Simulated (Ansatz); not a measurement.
ZrN:

```
CELL_PARAMETERS angstrom
0.00000 2.30000 2.30000
2.30000 0.00000 2.30000
2.30000 2.30000 0.00000
ATOMIC_POSITIONS crystal
Zr 0.50000 0.50000 0.50000
N 0.00000 0.00000 0.00000
```

| Property | Result |
| --- | --- |
| Program | Ansatz 0.2.0 |
| Task | relaxation of cell and atoms |
| Functional | PBE |
| Dispersion | D4 |
| Potentials or basis | Ansatz PAW |
| Cutoff | 420 eV (not typed: the program's choice for these potentials) |
| k mesh | 10 × 10 × 10 |
| Occupations | fermi-dirac, width 0.05 eV |
| Spin | no spin polarisation |

At the start: volume 12.17 Å³/atom.

Where does the relaxation end?

It ends after 7 steps and the volume is 11.91 Å³/atom (-2.1 %); space group Fm-3m (No. 225, to 0.05 Å).

Step by step:
| step | energy change (eV) | largest force (eV/Å) | volume (Å³) |
| --- | --- | --- | --- |
| 1 | 0.0000 | 0.0000 | 24.33 |
| 2 | -0.0069 | 0.0000 | 23.49 |
| 3 | -0.0098 | 0.0000 | 23.83 |
| 4 | -0.0099 | 0.0000 | 23.82 |
| 5 | -0.0087 | 0.0000 | 23.82 |
| 6 | -0.0088 | 0.0000 | 23.81 |
| 7 | -0.0087 | 0.0000 | 23.81 |

Final structure:
```
Zr N
1.0
     0.00000    2.28347    2.28347
     2.28347    0.00000    2.28347
     2.28347    2.28347    0.00000
Zr N
1 1
Direct
  0.50000 0.50000 0.50000
  0.00000 0.00000 0.00000
```

Caveat: the plane-wave basis is chosen anew once the cell has moved, so the energies of steps on either side of that aren't comparable; the pressure holds a Pulay correction of +0.4 GPa for the finite cutoff.
